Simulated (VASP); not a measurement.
# LiF (Griceite) (Fm-3m) in VASP: a series of runs, part 2 of 2

VASP 6.6.1. The steps go on from the part before.

## Step 6: Relaxation of cell and atoms, PBE

This run uses another cell than the first one, of 8.31 Å³/atom, 1.017 times its volume.

The input, INCAR:

```
PREC = Accurate ; ENCUT = 600
EDIFF = 1E-7 ; ISMEAR = 0
SIGMA = 0.03 ; LREAL = F
LASPH = T ; NELM = 80
ALGO = Normal ; ISIF = 3
LWAVE = F ; LCHARG = F
GGA = PE ; IBRION = 2
NSW = 90 ; EDIFFG = -0.005
```

The input, KPOINTS:

```
Automatic mesh
0
Gamma
  12 12 12
```

The input, POSCAR:

```
LiF                                     
1.0
   -0.0000000000      2.0254491992      2.0254491992
    2.0254491992      0.0000000000      2.0254491992
    2.0254491992      2.0254491992     -0.0000000000
  Li              F             
     1     1
Direct
     0.0000000000000000    0.0000000000000000    0.0000000000000000
     0.5000000000000000    0.5000000000000000    0.5000000000000000
```

Potentials or basis: VASP PAW PBE potentials, release 64 (Li_sv, F).

Started as:

```
$ cat potpaw_PBE.64/Li_sv/POTCAR potpaw_PBE.64/F/POTCAR > POTCAR
$ mpirun -np 1 vasp_std > vasp.out
```

OUTCAR:

```text
PREC = Accurate
   ENCUT = 600
   EDIFF = 1E-7
   ISMEAR = 0
   LREAL = F
   LASPH = T
   NELM = 80
   ISIF = 3
   GGA = PE
   IBRION = 2
   NSW = 90
   EDIFFG = -0.005

 ion  position               nearest neighbor table
   1  0.000  0.000  0.000-   2 2.03   2 2.03   2 2.03   2 2.03   2 2.03   2 2.03
   2  0.500  0.500  0.500-   1 2.03   1 2.03   1 2.03   1 2.03   1 2.03   1 2.03

  LATTYP: Found a face centered cubic cell.
 ALAT       =     4.0508983984

  Lattice vectors:

 A1 = (   0.0000000000,   2.0254491992,   2.0254491992)
 A2 = (   2.0254491992,   0.0000000000,   2.0254491992)
 A3 = (   2.0254491992,   2.0254491992,   0.0000000000)

Analysis of symmetry for initial positions (statically):
=====================================================================
 Subroutine PRICEL returns:
 Original cell was already a primitive cell.

 Routine SETGRP: Setting up the symmetry group for a
 face centered cubic supercell.

 Subroutine GETGRP returns: Found 48 space group operations
 (whereof 48 operations were pure point group operations)
 out of a pool of 48 trial point group operations.

The static configuration has the point symmetry O_h .

Analysis of symmetry for dynamics (positions and initial velocities):
=====================================================================
 Subroutine PRICEL returns:
 Original cell was already a primitive cell.

 Routine SETGRP: Setting up the symmetry group for a
 face centered cubic supercell.

 Subroutine GETGRP returns: Found 48 space group operations
 (whereof 48 operations were pure point group operations)
 out of a pool of 48 trial point group operations.

The dynamic configuration has the point symmetry O_h .

 Subroutine INISYM returns: Found 48 space group operations
 (whereof 48 operations are pure point group operations),
 and found     1 'primitive' translations

----------------------------------------------------------------------------------------

                                     Primitive cell

  volume of cell :      16.6186

  direct lattice vectors                    reciprocal lattice vectors
     0.000000000  2.025449199  2.025449199    -0.246858820  0.246858820  0.246858820
     2.025449199  0.000000000  2.025449199     0.246858820 -0.246858820  0.246858820
     2.025449199  2.025449199  0.000000000     0.246858820  0.246858820 -0.246858820

  length of vectors
     2.864417727  2.864417727  2.864417727     0.427572019  0.427572019  0.427572019

  position of ions in fractional coordinates (direct lattice)
     0.000000000  0.000000000  0.000000000
     0.500000000  0.500000000  0.500000000

  ion indices of the primitive-cell ions
   primitive index   ion index
                 1           1
                 2           2

----------------------------------------------------------------------------------------

 KPOINTS: Automatic mesh

Automatic generation of k-mesh.
 Grid dimensions read from file:
 generate k-points for:   12   12   12

 Generating k-lattice:

  Cartesian coordinates                     Fractional coordinates (reciprocal lattice)
    -0.020571568  0.020571568  0.020571568     0.083333333  0.000000000  0.000000000
     0.020571568 -0.020571568  0.020571568     0.000000000  0.083333333  0.000000000
     0.020571568  0.020571568 -0.020571568     0.000000000  0.000000000  0.083333333

  Length of vectors
     0.035631002  0.035631002  0.035631002

  Shift w.r.t. Gamma in fractional coordinates (k-lattice)
     0.000000000  0.000000000  0.000000000

 Subroutine IBZKPT returns following result:
 ===========================================

 Found     72 irreducible k-points:

 Following reciprocal coordinates:
            Coordinates               Weight
  0.000000  0.000000  0.000000      1.000000
  0.083333  0.000000  0.000000      8.000000
  0.166667  0.000000  0.000000      8.000000
  0.250000  0.000000  0.000000      8.000000
  0.333333  0.000000  0.000000      8.000000
  0.416667  0.000000  0.000000      8.000000
[... 16 lines left out ...]
  0.500000  0.166667  0.000000     24.000000
 -0.416667  0.166667  0.000000     24.000000
 [... further k-points ...]
   k-points           NKPTS =     72   k-points in BZ     NKDIM =     72   number of bands    NBANDS=      9
   number of dos      NEDOS =    301   number of ions     NIONS =      2
   total plane-waves  NPLWV =  13824
   dimension x,y,z NGX =    24 NGY =   24 NGZ =   24
   dimension x,y,z NGXF=    48 NGYF=   48 NGZF=   48
   ions per type =               1   1
   NGX,Y,Z   is equivalent  to a cutoff of  13.93, 13.93, 13.93 a.u.
   NGXF,Y,Z  is equivalent  to a cutoff of  27.86, 27.86, 27.86 a.u.
 SYSTEM =  unknown system
   PREC   = accura    normal or accurate (medium, high low for compatibility)
   ISTART =      0    job   : 0-new  1-cont  2-samecut
   ICHARG =      2    charge: 1-file 2-atom 10-const
   ISPIN  =      1    spin polarized calculation?
   LNONCOLLINEAR =      F non collinear calculations
   LSORBIT =      F    spin-orbit coupling
   LASPH  =      T    aspherical Exc in radial PAW
   ENCUT  =  600.0 eV  44.10 Ry    6.64 a.u.   5.72  5.72  5.72*2*pi/ulx,y,z
   NELM   =     80;   NELMIN=  2; NELMDL= -5     # of ELM steps
   EDIFF  = 0.1E-06   stopping-criterion for ELM
   LREAL  =      F    real-space projection
   EDIFFG = -.5E-02   stopping-criterion for IOM
   NSW    =     90    number of steps for IOM
   IBRION =      2    ionic relax: 0-MD 1-quasi-New 2-CG
   NFREE  =      1    steps in history (QN), initial steepest desc. (CG)
   ISIF   =      3    stress and relaxation
   ISYM   =      2    0-nonsym 1-usesym 2-fastsym
   POTIM  = 0.5000    time-step for ionic-motion
   TEBEG  =    0.0;   TEEND  =   0.0 temperature during run
   PSTRESS=    0.0 pullay stress
   NELECT =      10.0000    total number of electrons
   NUPDOWN=      -1.0000    fix difference up-down
   EMIN   =  10.00;   EMAX   =-10.00  energy-range for DOS
   EFERMI =   0.00;   METHOD = LEGACY
   ISMEAR =     0;   SIGMA  =   0.03  broadening in eV -4-tet -1-fermi 0-gaus
   EFERMI_NEDOS =   21; number of points for ismear=-14 and -15
   IALGO  =     38    algorithm
   IMIX   =      4    mixing-type and parameters
     AMIX     =   0.40;   BMIX     =  1.00
     AMIX_MAG =   1.60;   BMIX_MAG =  1.00
  volume/ion in A,a.u.               =       8.31        56.07
  Fermi-wavevector in a.u.,A,eV,Ry     =   1.382113  2.611814 25.990334  1.910236
  Thomas-Fermi vector in A             =   2.506834
   LORBIT       =      0    0 simple, 1 ext, 2 COOP (PROOUT), +10 PAW based schemes
   GGA     = PE    functional components
   LHFCALC =     F    Hartree Fock is set to
   AEXX    =    0.0000 exact exchange contribution
   IVDW    =     0    specifies the selected vdW correction
   LEPSILON=     F    determine dielectric tensor
   LRPA    =     F    only Hartree local field effects (RPA)
 conjugate gradient relaxation of ions
 non-spin polarized calculation
 Gauss-broadening in eV      SIGMA  =   0.03
  energy-cutoff  :      600.00
  volume of cell :       16.62
 maximum number of plane-waves:       568
   NGX = 11   NGY = 11   NGZ = 11

 number of electron      10.0000000 magnetization

 number of electron       9.9999991 magnetization

 Free energy of the ion-electron system (eV)
  ---------------------------------------------------
  ext. energy  EPLUGINS =         0.00000000
  ---------------------------------------------------
  free energy    TOTEN  =        -9.64265472 eV

  energy without entropy =       -9.64265472  energy(sigma->0) =       -9.64265472

 E-fermi :  -0.8925     XC(G=0):  -9.9007

 val. band max:       -1.1236206944   @ k =   0.0000   0.0000   0.0000
 cond. band min:       7.8150728425   @ k =   0.0000   0.0000   0.0000
 fundamental gap:      8.9386935369
 Fermi energy:        -0.8925484132

 k-point     1 :       0.0000    0.0000    0.0000
  band No.  band energies     occupation
      1     -42.0785      2.00000
      2     -21.0517      2.00000
      3      -1.1236      2.00000
      4      -1.1236      2.00000
      5      -1.1236      2.00000
      6       7.8151      0.00000
      7      22.6199      0.00000
      8      22.6199      0.00000
      9      22.6199      0.00000
[... 265 lines left out ...]
 k-point    24 :      -0.4167    0.1667    0.0000
  band No.  band energies     occupation
      1     -42.0199      2.00000
      2     -20.5629      2.00000
      3      -3.4487      2.00000
      4      -2.0241      2.00000
      5      -1.4651      2.00000
      6      10.6245      0.00000
      7      14.7186      0.00000
      8      17.7710      0.00000
      9      17.8652      0.00000

 [... further k-points ...]
[... 5 lines left out ...]
  --------------------------------------------------------------------------------------
  -------------------------------------------------------------------------------------
  Total        0.0092381      0.0092381      0.0092381      0.0000000     -0.0000000      0.0000000
  in kB        0.8906318      0.8906318      0.8906318      0.0000000     -0.0000000      0.0000000
  external PRESSURE =       0.8906318 kB  Pullay stress =       0.0000000 kB

 VOLUME and BASIS-vectors are now :
 -----------------------------------------------------------------------------
  energy-cutoff  :      600.00
  volume of cell :       16.62
      direct lattice vectors                 reciprocal lattice vectors
     0.000000000  2.025449199  2.025449199    -0.246858820  0.246858820  0.246858820
     2.025449199  0.000000000  2.025449199     0.246858820 -0.246858820  0.246858820
     2.025449199  2.025449199  0.000000000     0.246858820  0.246858820 -0.246858820

 POSITION                                       TOTAL-FORCE (eV/Angst)
 -----------------------------------------------------------------------------------
      0.00000      0.00000      0.00000         0.000000      0.000000     -0.000000
      2.02545      2.02545      2.02545        -0.000000     -0.000000      0.000000
 -----------------------------------------------------------------------------------
    total drift:                               -0.000000     -0.000000      0.000000

  FREE ENERGIE OF THE ION-ELECTRON SYSTEM (eV)
  ---------------------------------------------------
  free  energy   TOTEN  =        -9.6426547225 eV

  energy  without entropy=       -9.6426547225  energy(sigma->0) =       -9.64265472

 reached required accuracy - stopping structural energy minimisation
```

OSZICAR:

```text
N       E                     dE             d eps       ncg     rms          rms(c)
DAV:   1     0.364130180834E+02    0.36413E+02   -0.60951E+03  1328   0.125E+03
DAV:   2    -0.897983708674E+01   -0.45393E+02   -0.44542E+02  1428   0.224E+02
DAV:   3    -0.101353656987E+02   -0.11555E+01   -0.11525E+01  1701   0.349E+01
DAV:   4    -0.101521358023E+02   -0.16770E-01   -0.16750E-01  1703   0.380E+00
DAV:   5    -0.101523334579E+02   -0.19766E-03   -0.19766E-03  1696   0.250E-01    0.454E+00
DAV:   6    -0.963196216754E+01    0.52037E+00   -0.28386E+00  1316   0.131E+01    0.143E+00
DAV:   7    -0.963578439530E+01   -0.38222E-02   -0.18835E-02  1721   0.158E+00    0.865E-01
DAV:   8    -0.964249221358E+01   -0.67078E-02   -0.16965E-02  1790   0.175E+00    0.104E-01
DAV:   9    -0.964257916278E+01   -0.86949E-04   -0.83943E-04  1405   0.325E-01    0.431E-02
DAV:  10    -0.964265176776E+01   -0.72605E-04   -0.15887E-04  1467   0.122E-01    0.694E-03
DAV:  11    -0.964265468681E+01   -0.29191E-05   -0.21912E-06  1720   0.203E-02    0.161E-03
DAV:  12    -0.964265472249E+01   -0.35674E-07   -0.57541E-07  1463   0.887E-03
   1 F= -.96426547E+01 E0= -.96426547E+01  d E =-.964265E+01
```

CONTCAR:

```text
LiF
   1.00000000000000
     0.0000000000000000    2.0254491992000001    2.0254491992000001
     2.0254491992000001    0.0000000000000000    2.0254491992000001
     2.0254491992000001    2.0254491992000001    0.0000000000000000
  Li              F
     1     1
Direct
     0.0000000000000000    0.0000000000000000    0.0000000000000000
     0.5000000000000000    0.5000000000000000    0.5000000000000000

  0.00000000E+00  0.00000000E+00  0.00000000E+00
  0.00000000E+00  0.00000000E+00  0.00000000E+00
```

Run time: 5.3 s. Hardware: 1 thread of Intel Xeon Platinum 8559C (Emerald Rapids), shared host; peak memory 0.13 GiB.

Results:

| Quantity | Value |
| --- | --- |
| Free energy | -9.6427 eV |
| Pressure after relaxing | 0.1 GPa |
| Band gap on the k mesh | 8.94 eV, direct |

Final structure:
```
Li F
1.0
     0.00000    2.02545    2.02545
     2.02545    0.00000    2.02545
     2.02545    2.02545    0.00000
Li F
1 1
Direct
  0.00000 0.00000 0.00000
  0.50000 0.50000 0.50000
```

Caveat: the cutoff is under 1.25 times the usual one of these potentials, so pressure, stress and relaxed cells hold a basis-set (Pulay) error; the relaxation stopped at its first step, so nothing moved. A k mesh can miss the band edges.

## Step 7: The runs side by side

```csv
task,level,cell,gap on the mesh (eV),pressure (GPa)
relaxation of the atoms,r2SCAN,atoms relaxed from: a relaxed cell with its volume scaled by 1.02,10.48,-1.7
relaxation of the atoms,r2SCAN,atoms relaxed from: a relaxed cell with its volume scaled by 1.04,10.29,-3.1
relaxation of the atoms,r2SCAN,atoms relaxed from: a relaxed cell with its volume scaled by 1.06,10.10,-4.2
relaxation of cell and atoms,PBE,relaxed,8.94,0.1
```

Alike in all rows: potentials or basis VASP PAW PBE potentials, release 64 (Li_sv, F); no spin polarisation; k mesh 12 × 12 × 12; cutoff (eV) 600; smearing gaussian 0.03 eV.

Caveats: the cutoff is under 1.25 times the usual one of these potentials, so pressure, stress and relaxed cells hold a basis-set (Pulay) error; the relaxation stopped at its first step, so nothing moved; the PAW data sets were made with another functional, which shifts forces and pressure a little (some runs).

Absolute energies hang on the potentials; compare differences alone.
